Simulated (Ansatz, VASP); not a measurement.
## TiB2: VASP beside Ansatz

```
Ti B
1.0
     3.03172    0.00000    0.00000
    -1.51586    2.62555    0.00000
     0.00000    0.00000    3.22476
Ti B
1 2
Direct
  0.00000 0.00000 0.00000
  0.33333 0.66667 0.50000
  0.66667 0.33333 0.50000
```

Alike in both runs: functional PBE; k mesh 12 × 12 × 12; occupations gaussian, width 0.1 eV; no spin polarisation.

Ansatz relaxed the structure, and its values are those at the end. VASP's run is a single point on that final structure, the one shown.

|  | VASP | Ansatz |
| --- | --- | --- |
| version | VASP 6.6.1 | Ansatz 0.2.0 |
| potentials or method | VASP PAW PBE potentials, release 64 (Ti_sv, B) | scalar-relativistic, plane waves, PAW |
| plane-wave cutoff (eV) | 520 | 420 |
| valence electrons in the cell | 18 | 18 |

```csv
,VASP,Ansatz,Ansatz less VASP
gap on the k mesh at the Fermi level (eV),none,none,-
pressure (GPa),0.2,0.0,-0.17
```

A gap of «none» marks a metal or a gap that the smearing closes.
